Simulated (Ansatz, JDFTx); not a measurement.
**One calculation of SbPt, 3 ways**

```
Pt Sb
1.0
     4.12000    0.00000    0.00000
    -2.06000    3.56802    0.00000
     0.00000    0.00000    5.47000
Pt Sb
2 2
Cartesian
  0.0000 0.0000 2.7350
  0.0000 0.0000 0.0000
  2.0600 1.1893 4.1025
  0.0000 2.3787 1.3675
```

Alike in all runs: task single point; functional PBEsol; k mesh 8 × 8 × 5; occupations fermi-dirac, width 0.05 eV; no spin polarisation; no spin-orbit coupling. Pressure is positive in compression and, in plane waves, holds the error of the finite cutoff, which Ansatz's Pulay term estimates and takes out.

```json
{"program and potentials": "Ansatz, Ansatz PAW", "plane-wave cutoff (eV)": "420", "notes": "potentials made for PBE, which Ansatz adapts in part; Pulay term of +0.07 GPa included", "pressure (GPa)": "3.63"}
{"program and potentials": "JDFTx, PseudoDojo-SR-PBEsol-0.4.1-standard with smoothed tails", "plane-wave cutoff (eV)": "1143", "notes": "-", "pressure (GPa)": "3.85"}
{"program and potentials": "Ansatz, all-electron LAPW, scalar-relativistic", "plane-wave cutoff (eV)": "-", "notes": "-", "pressure (GPa)": "3.62"}
```

The pressure spans 3.62 (Ansatz, all-electron LAPW, scalar-relativistic) to 3.85 GPa (JDFTx, PseudoDojo-SR-PBEsol-0.4.1-standard with smoothed tails), with all-electron results at 3.62.

The functional is the same throughout but for its coding, so the spread measures potentials, basis and numerics; runs on potential files found faulty are left out.
